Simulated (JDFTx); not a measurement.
# KCl (Sylvite) (Fm-3m) in JDFTx: notebook

The runs below take KCl (Sylvite) through single point, with BLYP, TASK.

Program: JDFTx 1.7.0 (patched build). These are calculated values, not measurements. Logs are shortened: lines on timing, memory, paths and dates and some standing lists are left out, and cuts for length are marked. The log counts tension as positive stress, the text compression.

**Measured values to compare with.**

A printed reference work, monograph reports, for a bulk crystal of KCl: band gap 8.68 eV.

How close the calculation comes is told below.

## (1) The crystal as given

The structure is cubic, space group Fm-3m (No. 225). Conventional cell: a = 6.293 Å, b = 6.293 Å, c = 6.293 Å, α = 90.00°, β = 90.00°, γ = 90.00°. Around K (site symmetry m-3m) lie 6 Cl at 3.15 Å. Cl (site symmetry m-3m) has 6 K at 3.15 Å as nearest neighbours.

## (2) Single point, BLYP

KCl.in

```
lattice Face-Centered Cubic 11.8919331187
coords-type Lattice
ion K      0.0000000000     0.0000000000     0.0000000000 1
ion Cl     0.5000000000     0.5000000000     0.5000000000 1

ion-species pseudo/K.upf
ion-species pseudo/Cl.upf
elec-cutoff 37 296
elec-ex-corr gga-x-b88 gga-c-lyp
kpoint-folding 7 7 7
elec-smearing Fermi 0.0018374661
elec-n-bands 14
electronic-SCF nIterations 100 energyDiffThreshold 1e-09
electronic-minimize nIterations 30 energyDiffThreshold 1e-7
converge-empty-states yes
forces-output-coords Cartesian

dump-name run.$VAR
dump End Ecomponents EigStats BandEigs Kpoints Forces Stress ElecDensity
```

Potentials or basis: PseudoDojo-SR-PBE-0.5-standard.

The run is started by

```
> jdftx -c 1 -i KCl.in -o KCl.out
```

Output:

```text
*************** JDFTx 1.7.0 (patched build) ***************

Input parsed successfully to the following command list (including defaults):
[... the input with its defaults ...]

---------- Setting up symmetries ----------

Found 48 point-group symmetries of the bravais lattice
Found 48 space-group symmetries with basis
Applied RMS atom displacement 0 bohrs to make symmetries exact.

---------- Initializing the Grid ----------
R =
[            0      5.94597      5.94597  ]
[      5.94597            0      5.94597  ]
[      5.94597      5.94597            0  ]
unit cell volume = 420.434
G =
[  -0.528357   0.528357   0.528357  ]
[   0.528357  -0.528357   0.528357  ]
[   0.528357   0.528357  -0.528357  ]
Minimum fftbox size, Smin = [  68  68  68  ]
Chosen fftbox size, S = [  70  70  70  ]

---------- Initializing tighter grid for wavefunction operations ----------
R =
[            0      5.94597      5.94597  ]
[      5.94597            0      5.94597  ]
[      5.94597      5.94597            0  ]
unit cell volume = 420.434
G =
[  -0.528357   0.528357   0.528357  ]
[   0.528357  -0.528357   0.528357  ]
[   0.528357   0.528357  -0.528357  ]
Minimum fftbox size, Smin = [  48  48  48  ]
Chosen fftbox size, S = [  48  48  48  ]

---------- Exchange Correlation functional ----------
Initialized LibXC exchange functional 'Becke 88'
Initialized LibXC correlation functional 'Lee, Yang & Parr'

---------- Setting up pseudopotentials ----------
Width of ionic core gaussian charges (only for fluid interactions / plotting) set to 0

Reading pseudopotential file 'pseudo/K.upf':
  'K' pseudopotential, 'PBE' functional
  Generated using ONCVPSP code by D. R. Hamann
  9 valence electrons, 3 orbitals, 6 projectors, 1001 radial grid points, with lMax = 2
    3S    l: 0   occupation:  2.0   eigenvalue: -1.298836
    3P    l: 1   occupation:  6.0   eigenvalue: -0.691386
    4S    l: 0   occupation:  1.0   eigenvalue: -0.085223
  WARNING: large normalization error in atomic orbital 2s (integral: 0.980832).
  Core radius for overlap checks: 1.56 bohrs.

Reading pseudopotential file 'pseudo/Cl.upf':
  'Cl' pseudopotential, 'PBE' functional
  Generated using ONCVPSP code by D. R. Hamann
  7 valence electrons, 2 orbitals, 6 projectors, 1001 radial grid points, with lMax = 2
    3S    l: 0   occupation:  2.0   eigenvalue: -0.760417
    3P    l: 1   occupation:  5.0   eigenvalue: -0.315867
  Core radius for overlap checks: 1.71 bohrs.

Initialized 2 species with 2 total atoms.

Folded 1 k-points by 7x7x7 to 343 k-points.

---------- Setting up k-points, bands, fillings ----------
Reduced to 20 k-points under symmetry.
Computing the number of bands and number of electrons
Calculating initial fillings.
nElectrons:  16.000000   nBands: 14   nStates: 20

----- Setting up reduced wavefunction bases (one per k-point) -----
average nbasis = 4521.006 , ideal nbasis = 4519.537

---------- Setting up ewald sum ----------
Optimum gaussian width for ewald sums = 2.700555 bohr.
Real space sum over 1331 unit cells with max indices [  5  5  5  ]
Reciprocal space sum over 2197 terms with max indices [  6  6  6  ]

---------- Allocating electronic variables ----------
Initializing wave functions:  linear combination of atomic orbitals
Note: number of bands (14) exceeds available atomic orbitals (9)
K pseudo-atom occupations:   s ( 2 1 )  p ( 6 )
Cl pseudo-atom occupations:   s ( 2 )  p ( 5 )
	FillingsUpdate:  mu: +0.207427486  nElectrons: 16.000000
LCAOMinimize: Iter:   0  F: -43.4769973610427343  |grad|_K:  3.381e-03  alpha:  1.000e+00
	FillingsUpdate:  mu: +0.201047557  nElectrons: 16.000000
LCAOMinimize: Iter:   1  F: -43.4933400252284628  |grad|_K:  1.048e-04  alpha:  6.281e-01  linmin: -2.250e-01  cgtest:  8.581e-01
LCAOMinimize: Encountered beta<0, resetting CG.
[... 4 lines of inner loops ...]
LCAOMinimize: Encountered beta<0, resetting CG.
	FillingsUpdate:  mu: +0.200870860  nElectrons: 16.000000
LCAOMinimize: Iter:   4  F: -43.4933533860925721  |grad|_K:  6.978e-08  alpha:  7.154e-01  linmin:  5.921e-04  cgtest: -2.307e-03
LCAOMinimize: Converged (|Delta F|<1.000000e-06 for 2 iters).

-------- Electronic minimization -----------
Will mix electronic density at each iteration.
	FillingsUpdate:  mu: +0.200870860  nElectrons: 16.000000
	FillingsUpdate:  mu: +0.186075363  nElectrons: 16.000000
SCF: Cycle:  0   F: -43.508055022856524   dF: -1.470e-02   |Residual|: 8.483e-02   |deigs|: 1.444e-01
	FillingsUpdate:  mu: +0.100000000  nElectrons: 16.000000
SCF: Cycle:  1   F: -43.520838357616434   dF: -1.278e-02   |Residual|: 1.889e-02   |deigs|: 2.274e-02
	FillingsUpdate:  mu: +0.100000000  nElectrons: 16.000000
SCF: Cycle:  2   F: -43.521992343820244   dF: -1.154e-03   |Residual|: 5.175e-03   |deigs|: 7.172e-03
	FillingsUpdate:  mu: +0.100000000  nElectrons: 16.000000
SCF: Cycle:  3   F: -43.522096234288725   dF: -1.039e-04   |Residual|: 9.208e-04   |deigs|: 2.544e-03
	FillingsUpdate:  mu: +0.100000000  nElectrons: 16.000000
SCF: Cycle:  4   F: -43.522120316570465   dF: -2.408e-05   |Residual|: 5.305e-04   |deigs|: 1.206e-03
	FillingsUpdate:  mu: +0.100000000  nElectrons: 16.000000
SCF: Cycle:  5   F: -43.522125666325927   dF: -5.350e-06   |Residual|: 1.089e-04   |deigs|: 6.084e-04
	FillingsUpdate:  mu: +0.100000000  nElectrons: 16.000000
SCF: Cycle:  6   F: -43.522127067426183   dF: -1.401e-06   |Residual|: 6.113e-05   |deigs|: 3.857e-04
	FillingsUpdate:  mu: +0.100000000  nElectrons: 16.000000
SCF: Cycle:  7   F: -43.522128068419605   dF: -1.001e-06   |Residual|: 1.898e-05   |deigs|: 4.989e-04
	FillingsUpdate:  mu: +0.100000000  nElectrons: 16.000000
SCF: Cycle:  8   F: -43.522128290293999   dF: -2.219e-07   |Residual|: 1.241e-05   |deigs|: 3.666e-04
	FillingsUpdate:  mu: +0.100000000  nElectrons: 16.000000
SCF: Cycle:  9   F: -43.522128458588838   dF: -1.683e-07   |Residual|: 8.863e-06   |deigs|: 9.575e-04
	FillingsUpdate:  mu: +0.100000000  nElectrons: 16.000000
SCF: Cycle: 10   F: -43.522128495739480   dF: -3.715e-08   |Residual|: 3.180e-06   |deigs|: 5.598e-04
	FillingsUpdate:  mu: +0.100000000  nElectrons: 16.000000
SCF: Cycle: 11   F: -43.522128523693468   dF: -2.795e-08   |Residual|: 3.773e-06   |deigs|: 1.206e-03
	FillingsUpdate:  mu: +0.100000000  nElectrons: 16.000000
SCF: Cycle: 12   F: -43.522128530868386   dF: -7.175e-09   |Residual|: 2.018e-06   |deigs|: 5.738e-04
	FillingsUpdate:  mu: +0.100000000  nElectrons: 16.000000
SCF: Cycle: 13   F: -43.522128535507342   dF: -4.639e-09   |Residual|: 8.193e-07   |deigs|: 8.364e-04
	FillingsUpdate:  mu: +0.100000000  nElectrons: 16.000000
SCF: Cycle: 14   F: -43.522128536998572   dF: -1.491e-09   |Residual|: 6.554e-07   |deigs|: 4.797e-04
	FillingsUpdate:  mu: +0.100000000  nElectrons: 16.000000
SCF: Cycle: 15   F: -43.522128537891696   dF: -8.931e-10   |Residual|: 1.090e-06   |deigs|: 6.692e-04
	FillingsUpdate:  mu: +0.100000000  nElectrons: 16.000000
SCF: Cycle: 16   F: -43.522128538172822   dF: -2.811e-10   |Residual|: 1.424e-07   |deigs|: 2.740e-04
SCF: Converged (|Delta E|<1.000000e-09 for 2 iters).

Setting wave functions to eigenvectors of Hamiltonian
Converging empty states (this may take a while):
EmptyStates: None of the convergence criteria satisfied.
|deigs|: 1.184e-03

# Stress tensor in Cartesian coordinates [Eh/a0^3]:
[ -5.30032e-05            0            0  ]
[            0 -5.30032e-05            0  ]
[            0            0 -5.30032e-05  ]

# Ionic positions in lattice coordinates:
ion K   0.000000000000000   0.000000000000000   0.000000000000000 1
ion Cl   0.500000000000000   0.500000000000000   0.500000000000000 1

# Forces in Cartesian coordinates:
force K   0.000000000000000   0.000000000000000   0.000000000000000 1
force Cl  -0.000000000000000   0.000000000000000   0.000000000000000 1

# Energy components:
   Eewald =      -30.8334400221442131
       EH =        9.9193349302364524
     Eloc =      -37.1082631280537143
      Enl =        6.4596650982508530
      Exc =      -10.8627368116719829
 Exc_core =        3.0072354886913115
       KE =       15.8960759065184725
-------------------------------------
     Etot =      -43.5221285381728222
       TS =        0.0000000000000003
-------------------------------------
        F =      -43.5221285381728222

IonicMinimize: Iter:   0  F: -43.522128538172822  |grad|_K:        nan
IonicMinimize: None of the convergence criteria satisfied after 0 iterations.

#--- Lowdin population analysis ---
# oxidation-state K +0.748
# oxidation-state Cl -0.693

Dumping 'run.eigStats' ...
	eMin: -0.956307 at state 0 ( [ +0.000000 +0.000000 +0.000000 ] spin 0 )
	HOMO: +0.043925 at state 0 ( [ +0.000000 +0.000000 +0.000000 ] spin 0 )
	mu  : +0.100000
	LUMO: +0.234054 at state 0 ( [ +0.000000 +0.000000 +0.000000 ] spin 0 )
	eMax: +0.474301 at state 7 ( [ +0.000000 +0.142857 -0.428571 ] spin 0 )
	HOMO-LUMO gap: +0.190129
	Optical gap  : +0.190129 at state 0 ( [ +0.000000 +0.000000 +0.000000 ] spin 0 )
WARNING: the last solve of the electrons (or of bands or displaced states from it) ended unconverged.
Done!
[note: mu as printed may lie anywhere between the filled and the empty levels]
```

Run time: 1.9 min. Hardware: 1 thread of Arm Neoverse V1, shared host; peak memory 0.17 GiB.

Results:

| Item | Value |
| --- | --- |
| Free energy | -1184.2974 eV |
| Pressure | 1.6 GPa |
| Band gap on the k mesh | 5.17 eV, direct |
| Loewdin charges | K +0.75; Cl -0.69 e |

Caveat: the empty levels aren't tightly converged; the potentials were made for another functional, which shifts forces and pressure; an odd mesh through Γ misses points on the zone boundary, where band edges often lie.

## (3) Single point, TASK

KCl.in

```
include KCl.lattice
coords-type Lattice
include KCl.ionpos

ion-species pseudo/K.upf
ion-species pseudo/Cl.upf
elec-cutoff 40 320
elec-ex-corr mgga-x-task lda-c-pw
kpoint-folding 6 6 6
elec-smearing Fermi 0.0018374661
elec-n-bands 14
electronic-SCF nIterations 100 energyDiffThreshold 1e-09
electronic-minimize nIterations 30 energyDiffThreshold 1e-7
converge-empty-states yes
forces-output-coords Cartesian

dump-name run.$VAR
dump End Ecomponents EigStats BandEigs Kpoints Forces Stress ElecDensity KEdensity
```

KCl.lattice

```
lattice \
    0.0000000000     5.9459665594     5.9459665594 \
    5.9459665594     0.0000000000     5.9459665594 \
    5.9459665594     5.9459665594     0.0000000000
```

KCl.ionpos

```
ion K      0.0000000000     0.0000000000     0.0000000000 1
ion Cl     0.5000000000     0.5000000000     0.5000000000 1
```

Potentials or basis: SG15-PBE-1.2.

The run is started by

```
> jdftx -c 1 -i KCl.in -o KCl.out
```

Wall time 6.2 min (1 thread of Arm Neoverse V1, shared host); peak memory 0.25 GiB.

Results (log left out):

```yaml
Free_energy: -1195.2746 eV
Pressure: 6.5 GPa
Band_gap_on_the_k_mesh: 8.49 eV, direct
```

Levels at points of the mesh, in eV from the valence-band top:
```
           k point  band 6  band 7  band 8  band 9  band 10  band 11
(0.00, 0.00, 0.00)    0.00    0.00    0.00    8.49    10.99    10.99
(0.00, 0.00, 0.50)   -0.84   -0.28   -0.28   10.73    11.72    13.07
(0.00, 0.50, 0.50)   -0.54   -0.19   -0.19    9.30    11.57    12.59
```

Caveat: the empty levels aren't tightly converged; the potentials were made for another functional, which shifts forces and pressure.

## (4) Against experiment

Step 2. The gap isn't set beside the deposited one, since this odd mesh misses points on the zone boundary.

Step 3. A measured gap of KCl is 8.68 eV (a printed reference work, monograph); the calculated 8.49 eV misses it by -0.19 eV. The value is that of TASK, without temperature or zero-point motion.
